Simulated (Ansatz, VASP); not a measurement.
## Pb in VASP and in Ansatz

The input INCAR:

```
  ALGO = Normal
  EDIFF = 1E-6
  ENCUT = 520
  GGA = PE
  ISIF = 2
  ISMEAR = -1
  LASPH = True
  LCHARG = True
  LELF = True
  LREAL = False
  LVHAR = True
  LWAVE = False
  NBANDS = 13
  NELM = 100
  PREC = Accurate
  SIGMA = 0.08
```

The input KPOINTS:

```
k-points
0
Gamma
  13 13 13
```

File POSCAR:

```
Pb
1.0
    0.0740940000      2.5068470000      2.5068470000
    2.5068470000      0.0740940000      2.5068470000
    2.5068470000      2.5068470000      0.0740940000
Pb
1
Direct
    0.0000000000      0.0000000000      0.0000000000
```

Input for Ansatz:

```yaml
crystal:
  lattice:
    - [0.074094, 2.506847, 2.506847]
    - [2.506847, 0.074094, 2.506847]
    - [2.506847, 2.506847, 0.074094]
  atoms:
    - { symbol: Pb, position: [0.0, 0.0, 0.0] }
kpoints:
  mp_grid: { grid: [13, 13, 13] }
scf:
  occupations: { method: fermi_dirac, width: 0.08 }
hamiltonian:
  xc: pbe
  pseudopotentials: { kind: all_electron, lapw: { basis_error: 0.00025 } }
output:
  forces: true
  stress: true
  eigenvalues: true
```

Change from the starting cell: equal xy, yz and zx shear strains of +3 %.

Alike in both runs: task single point; functional PBE; k mesh 13 × 13 × 13; occupations fermi-dirac, width 0.08 eV; no spin polarisation.

```csv
,VASP,Ansatz
version,VASP 6.6.1,Ansatz 0.2.0
potentials or method,"VASP PAW PBE potentials, release 64 (Pb_d)","all-electron LAPW, scalar-relativistic"
plane-wave cutoff (eV),520,see its input
```

VASP gave:

- pressure (GPa): 2.8
- largest component of the traceless stress (GPa): 0.64

Problem. Which values does Ansatz return?

Solution. Pressure (GPa): 2.8; largest component of the traceless stress (GPa): 0.63.

Ansatz ran all-electron here, so the differences hold the error of VASP's frozen core and of both bases.

Spin-orbit coupling is left out, which matters for the levels of Pb.
